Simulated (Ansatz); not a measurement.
CaO (rocksalt), relaxed with r2SCAN, was run in the plane-wave code Ansatz under altered settings. All numbers are computed, without spin polarisation but where a row says otherwise.

```xyz
2
Lattice="0.0000 2.3976 2.3976 2.3976 0.0000 2.3976 2.3976 2.3976 0.0000" Properties=species:S:1:pos:R:3 pbc="T T T"
Ca    0.0000    0.0000    0.0000
O     2.3976    2.3976    2.3976
```

The base run's other keys:
```yaml
kpoints:
  mp_grid: { grid: [6, 6, 6] }
hamiltonian:
  xc: pbe
scf:
  occupations: { method: fixed }
  n_extra_bands: 4
```

It takes 8 iterations with 537 plane waves at 420 eV and 16 k points, and leaves a mean stress of +2.46 GPa. The gap over this mesh is 3.653 eV. It ran on 4 threads of Arm Neoverse N1 (shared host).

Outcomes, with energy and stress as changes against the base:
```
                          setting            outcome  ΔF (meV/atom)  Δ mean stress (GPa)  gap on the mesh (eV)  iterations  wall time
scf.mixing.preconditioner: kerker          converged            0.0                 0.00                 3.653           6     0.44 s
              scf.mixing.ndim: 30          converged            0.0                 0.00                 3.653           8     0.47 s
      scf.occupations: cold 0.001          converged            0.0                 0.00                 3.653           8     0.47 s
    scf.occupations: gaussian 0.5          converged            0.0                 0.00                 3.653           8     0.48 s
 scf.mixing.preconditioner: resta          converged            0.0                 0.00                 3.653           7     0.46 s
             scf.n_extra_bands: 0          converged            0.0                 0.00                 3.653           7     0.45 s
                 basis.xc_grid: 3          converged            0.0                 0.00                 3.653           8     0.48 s
  scf.mixing.preconditioner: none          converged            0.0                 0.00                 3.653           8     0.47 s
  scf.occupations: gaussian 0.001          converged            0.0                 0.00                 3.653           8     0.47 s
               basis.ecutwfc: 200  converged, warned          +3931                -3.96                 3.628           7     0.36 s
               basis.ecutwfc: 250  converged, warned          +1003                +3.47                 3.714           7     0.39 s
           hamiltonian.xc: pbesol          converged              –                -4.42                 3.553           7     0.51 s
           basis.ecutrho_ratio: 8          converged            0.0                 0.00                 3.653           8     0.57 s
  kpoints.mp_grid.grid: [1, 1, 8]  converged, warned          +1014                +9.30                 4.549           7      0.4 s
```
A dash marks a value that wasn't obtained or can't be compared. Stress is positive in compression. Its mean hides that meshes of lower symmetry stress the axes unequally. The base took 0.47 s.

- basis.ecutwfc: 200. 169 plane waves in place of 537. The free energy moves by +3931 meV an atom, the mean stress by -3.96 GPa and the gap on the mesh by -0.025 eV (to 3.628). The basis is too small: these are errors of the cutoff. Warned: cutoff below recommended.
- basis.ecutwfc: 250. 259 plane waves in place of 537. The free energy moves by +1003 meV an atom, the mean stress by +3.47 GPa and the gap on the mesh by +0.061 eV (to 3.714). The basis is too small: these are errors of the cutoff. Warned: cutoff below recommended.
- hamiltonian.xc: pbesol. The mean stress moves by -4.42 GPa and the gap on the mesh by -0.100 eV (to 3.553). It's another functional on the same cell, so totals aren't comparable.
- kpoints.mp_grid.grid: [1, 1, 8]. The free energy moves by +1014 meV an atom, the mean stress by +9.30 GPa (single components by up to 23.5) and the gap on the mesh by +0.896 eV (to 4.549). The mesh breaks the crystal's symmetry, so the stress, and any force that symmetry no longer fixes, lose it too. The gap changes mostly because other points are sampled; a mesh that misses a band edge overestimates it. The mesh is too coarse. Warned: symmetry narrowed by mesh.

Within 1 meV an atom, 0.1 GPa and 0.005 eV of the base stay: scf.mixing.preconditioner: kerker; scf.mixing.ndim: 30; scf.occupations: cold 0.001; scf.occupations: gaussian 0.5; scf.mixing.preconditioner: resta; scf.n_extra_bands: 0; basis.xc_grid: 3; scf.mixing.preconditioner: none; scf.occupations: gaussian 0.001; basis.ecutrho_ratio: 8.
